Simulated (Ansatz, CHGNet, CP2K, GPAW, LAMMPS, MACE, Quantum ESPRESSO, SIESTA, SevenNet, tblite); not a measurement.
# Forces in glassy 72SiO2-17Al2O3-6BaO-6ZnO (mol %) (116 atoms), program by program

One geometry of glassy 72SiO2-17Al2O3-6BaO-6ZnO (mol %) (116 atoms) is solved by several programs and methods. How far do their forces lie from a plane-wave PBE run?

Results are calculated, not measured.

### Step 1. The structure

The cell holds 116 atoms (26 Si, 12 Al, 2 Ba, 2 Zn and 74 O), with edges of 12.20, 12.20 and 12.20 Å. Recipe: 116 atoms (26 Si, 12 Al, 2 Ba, 2 Zn, 74 O) placed at random at 2.42 g/cm³, melted at 4000 K for 10 ps at fixed volume with the Morse and Coulomb pair potential with partial charges (Pedone, Malavasi, Menziani, Cormack and Segre, J. Phys. Chem. B 110, 11780 (2006)). Quenched from 4000 K to 300 K at 50 K/ps and fixed volume, held 5 ps. The density is 2.42 g/cm³.

### Step 2. The reference input

Quantum ESPRESSO 7.5: Kohn-Sham DFT, PBE, SSSP efficiency 1.3.0 pseudopotentials, plane waves. Its input, pw.in:

```
&control
  calculation = 'scf'
  pseudo_dir = './pseudo'
  outdir = './tmp'
  disk_io = 'none'
  tprnfor = .true.
  tstress = .true.
/
&system
  ibrav = 0
  nat = 116
  ntyp = 5
  ecutwfc = 60
  ecutrho = 480
  nosym = .true.
  occupations = 'smearing'
  smearing = 'fd'
  degauss = 0.003675
/
&electrons
  conv_thr = 5.8e-07
  electron_maxstep = 100
  mixing_beta = 0.4
  mixing_mode = 'plain'
  diagonalization = 'david'
/
ATOMIC_SPECIES
Si 28.085 Si.upf
Al 26.982 Al.upf
Ba 137.327 Ba.upf
Zn 65.380 Zn.upf
O 15.999 O.upf
CELL_PARAMETERS angstrom
12.20210 0.00000 0.00000
0.00000 12.20210 0.00000
0.00000 0.00000 12.20210
ATOMIC_POSITIONS crystal
Si 0.16275 0.64343 0.56627
Si 0.73998 0.48695 0.83144
Si 0.80655 0.94506 0.92861
Si 0.22176 0.30168 0.77630
[... 110 atom lines left out ...]
O 0.75365 0.61958 0.84575
O 0.17144 0.10299 0.12812
K_POINTS gamma
```

```console
$ OMP_NUM_THREADS=1 mpirun -np 4 pw.x -in pw.in > output.txt
```

Wall time 9.9 min (4 MPI ranks of Arm Neoverse V1, shared host); peak memory 6.5 GiB.

It converged with an r.m.s. force component of 1.3 eV/Å and a pressure of 2.1 GPa.

Its highest filled and lowest empty levels lie 2.50 eV apart on its k-points.

### Step 3. What was run beside it

- CHGNet: machine-learned potential, published weights.
- CP2K 2026.2: Gaussian basis with GTH pseudopotentials and a plane-wave density; labels give functional, basis (MOLOPT sets; SR short-range, UZH the newer set with its own potentials), grid cutoff/relative cutoff and solver (OT: orbital transformation; TRS4, TC2, SIGN: linear-scaling purification with its sparsity filter), or its built-in tight binding.
- GPAW 26.7.0: PAW with atomic orbitals (LCAO), plane waves or a real-space grid of spacing h.
- MACE: machine-learned potential, published weights.
- SIESTA 5.4.2: numerical atomic orbitals, whose automatically made sets are far from complete, with PseudoDojo norm-conserving potentials that we converted to its format (checked against plane waves on the same files for H, C, O, Si, Ge and Ca alone); labels give functional, basis size, energy shift and mesh cutoff.
- SevenNet: machine-learned potential, published weights.

All use the same cell and atoms, and the electronic-structure runs the same k-mesh.

### Step 4. All runs compared

Differences are against the reference: forces as r.m.s. over components, share as that over the reference's r.m.s. force, slope as the fitted ratio of a run's forces to the reference's.

```csv
run,"Δ force, r.m.s. (meV/Å)",share (%),slope,Δ pressure (GPa),Δ gap (eV),cores,CPU time,memory (GiB)
reference,-,-,-,-,-,4,40 min,6.5
CHGNet 0.3.0 potential,149,11.6,0.977,-0.322,-,1,4.7 s,1.4
"CP2K PBE, DZVP-UZH, 800/50 Ry, diagonalisation",93.7,7.28,0.969,-0.210,-0.0659,4,12 min,9.1
"CP2K PBE, SZV-MOLOPT-SR, 800/50 Ry, TRS4 filter 1e-05, SCF 1e-06 (coarse)",992,77.0,1.338,16.4,-,2,2 min,3.5
"CP2K PBE, SZV-MOLOPT-SR, 800/50 Ry, TRS4 filter 1e-06, SCF 1e-06 (coarse)",992,77.0,1.339,16.4,-,2,2.2 min,3.5
"CP2K PBE, SZV-MOLOPT-SR, 800/50 Ry, TRS4 filter 1e-07, SCF 1e-07 (coarse)",987,76.6,1.337,16.4,-,2,2.9 min,3.5
"CP2K PBE, SZV-MOLOPT-SR, 800/50 Ry, diagonalisation (coarse)",986,76.5,1.336,16.4,-0.903,2,6 min,6.7
"GPAW PBE, LCAO dzp, h 0.18 Å",281,21.8,1.123,-,-0.142,2,5.6 min,2.8
"GPAW PBE, LCAO dzp, h 0.28 Å (coarse)",1843,143,1.047,-,-0.128,1,2.2 min,0.93
"GPAW RPBE, LCAO dzp, h 0.18 Å",329,25.6,1.144,-,-0.0501,2,5.5 min,2.6
MACE MP-0b2 small potential,116,9.04,0.963,-0.142,-,1,8.7 s,0.68
"SIESTA PBE, DZP, shift 0.01 Ry, mesh 100 Ry (coarse)",169,13.1,1.055,2.15,-0.0358,2,2.1 min,0.92
"SIESTA PBE, DZP, shift 0.01 Ry, mesh 500 Ry",161,12.5,1.055,2.10,-0.0363,4,12 min,4.4
"SIESTA PBE, SZ, shift 0.01 Ry, mesh 500 Ry (coarse)",1002,77.8,1.344,14.2,-0.703,1,3.3 min,1.5
"SIESTA PBE, SZ, shift 0.02 Ry, mesh 500 Ry (coarse)",900,69.9,1.313,7.47,-0.91,1,3 min,1.3
"SIESTA PBE, SZP, shift 0.01 Ry, mesh 500 Ry (coarse)",385,29.9,1.188,6.37,0.0882,2,9.1 min,3.3
SevenNet 0 potential,103,7.98,0.968,-0.355,-,1,10 s,1.0
```

Rows marked coarse were listed beforehand as settings not expected to be converged; some can still land near the reference.

Times of the machine-learned potentials are mostly Python's start and the loading of weights.

Left out of this page: tblite IPEA1-xTB (killed or ended with an error).

Runs without a result: CP2K GFN1-xTB, diagonalisation (not converged); tblite GFN2-xTB (not converged); SIESTA PBE, SZ, shift 0.02 Ry, mesh 500 Ry, order-N, radius 5.5 Å, eta -2.4 eV (stopped at the start); SIESTA PBE, SZ, shift 0.02 Ry, mesh 500 Ry, order-N, radius 4.5 Å, eta -2.4 eV (stopped at the start).

CPU time is summed over cores on shared hosts, so it is rough.

### Step 5. Findings

Forces lie from 7.3 % (CP2K PBE, DZVP-UZH, 800/50 Ry, diagonalisation) to 143 % (GPAW PBE, LCAO dzp, h 0.28 Å, coarse) of the reference's r.m.s. force of 1.3 eV/Å away from it. The PBE runs in local orbitals, coarse settings apart, differ by 7.3 % (CP2K PBE, DZVP-UZH, 800/50 Ry, diagonalisation) to 22 % (GPAW PBE, LCAO dzp, h 0.18 Å); basis, grid and potentials can all enter. Machine-learned potentials differ by 8.0 % (SevenNet 0 potential) to 12 % (CHGNet 0.3.0 potential); they were trained on other programs' data. Rows with another functional or a dispersion term differ by 26 % (GPAW RPBE, LCAO dzp, h 0.18 Å), which mixes the change of model with differences of basis and potentials.

Runs with settings chosen to be coarse differ by 13 % (SIESTA PBE, DZP, shift 0.01 Ry, mesh 100 Ry) to 143 % (GPAW PBE, LCAO dzp, h 0.28 Å), their programs' other errors included. SIESTA PBE, SZP, shift 0.01 Ry, mesh 500 Ry stiffens the forces by a factor of 1.19 while following their directions (correlation 0.981). From GPAW PBE, LCAO dzp, h 0.28 Å to the finer GPAW PBE, LCAO dzp, h 0.18 Å the share falls from 143 to 22 %. From SIESTA PBE, DZP, shift 0.01 Ry, mesh 100 Ry to the finer SIESTA PBE, DZP, shift 0.01 Ry, mesh 500 Ry the share goes from 13.1 to 12.5 %, so the grid isn't what parts these runs from the reference. Pressures at PBE, coarse settings apart, lie -0.21 to +2.10 GPa from the reference's. Gaps at PBE, coarse settings apart, lie -0.14 to -0.04 eV from the reference's.

**Limits.** The potentials hold different valence shells: 644 electrons in the reference, 628 in CP2K with SZV-MOLOPT-SR and 628 in GPAW; this bears on time and differences. The reference's pressure holds the uncorrected Pulay stress of its 60 Ry basis, so small pressure differences may be the reference's own error. Machine-learned potentials mimic data converged in k, so the reference's own k-point error enters their differences. The quench rate of 50 K/ps is many orders above laboratory rates, so the cell is likely richer in defects and strain than a real sample. The network of bonds at the start is that of the classical potential that made the cell, and needn't be the one that DFT or experiment would give. The reference's stress is far from hydrostatic: its diagonal is 3.3, 0.2, 2.9 GPa, compression counted positive. The electronic-structure runs sample only Γ, in a cell whose shortest periodic width is 12 Å. Spin–orbit coupling is left out, which matters for the levels of the heavy elements. Where levels are smeared, the DFT runs use Fermi–Dirac occupations at 580 K (0.05 eV), and energies are free energies. The reference's cutoffs and mesh weren't converged further here.

[Logs are printed without paths, hosts, clocks, repeated set-up lines and the standing remarks that a program may print on its own settings, such as how far it seeks lower states.]

[Hosts, paths, dates, database ids (printed as entryN), source tags and the programs' standing remarks are cut or masked in the printed files.]

[Cells were taken only where this reference lay near another plane-wave run.]
